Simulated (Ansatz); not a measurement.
# SnSe: the cost of one run

Computed with Ansatz 0.2.0 (DFT PBE, scalar-relativistic, plane waves, PAW, unless a step's input says otherwise).

The COD cell was measured well above room temperature, so it is larger than a cold one.

1 further run of the same task is left out (set aside as unsound or not needed).

### Step 1. Starting point

It takes space group Cmcm (No. 63, orthorhombic). Conventional cell: a = 4.310 Å, b = 11.705 Å, c = 4.318 Å, α = 90.00°, β = 90.00°, γ = 90.00°. Around Sn (site symmetry m2m) lie 5 Se at 2.76 to 3.06 Å. Se (site symmetry m2m) has 5 Sn at 2.76 to 3.06 Å as nearest neighbours.

Coordinates:

```cif
data_structure
_symmetry_space_group_name_H-M 'P 1'
_symmetry_Int_Tables_number 1
_cell_length_a 6.2366
_cell_length_b 6.2366
_cell_length_c 4.3180
_cell_angle_alpha 90.000
_cell_angle_beta 90.000
_cell_angle_gamma 139.571
_cell_volume 108.92
loop_
_atom_site_label
_atom_site_type_symbol
_atom_site_fract_x
_atom_site_fract_y
_atom_site_fract_z
_atom_site_occupancy
Sn1 Sn 0.88000 0.12000 0.25000 1
Sn2 Sn 0.12000 0.88000 0.75000 1
Se1 Se 0.64400 0.35600 0.25000 1
Se2 Se 0.35600 0.64400 0.75000 1
```

The structure comes from the Crystallography Open Database.

### Step 2. A random distortion, cell strained

What differs from the listed cell: strain xx, yy, zz, yz, xz, xy = -2.9, +0.7, -1.6, +1.3, -1.3, +0.9 %; atoms moved by 0.06 Å root mean square, at most 0.09 Å.

The input, input.yaml:

```yaml
crystal:
  lattice:
    - [2.042046925, -5.877096975, -0.104150125]
    - [2.143997475, 5.914637075, 0.049068325]
    - [-0.05518404, 0.05652262, 4.24705526]
  atoms:
    - { symbol: Sn, position: [0.8968267324, 0.1408762839, 0.2444557666] }
    - { symbol: Sn, position: [0.1031711972, 0.868030659, 0.7497174618] }
    - { symbol: Se, position: [0.6450391914, 0.3530118527, 0.2543006021] }
    - { symbol: Se, position: [0.3549660535, 0.6380826704, 0.7515261695] }
basis:
  ecutwfc: 420
kpoints:
  mp_grid: { grid: [8, 8, 6] }
hamiltonian:
  xc: pbe
scf:
  occupations: { method: gaussian, width: 0.02 }
output:
  forces: true
  stress: true
  eigenvalues: true
  populations: true
```

What time and memory should one allow on 1 thread of an Arm CPU, shared host?

About 2.7 min, with a peak of 0.72 GiB.
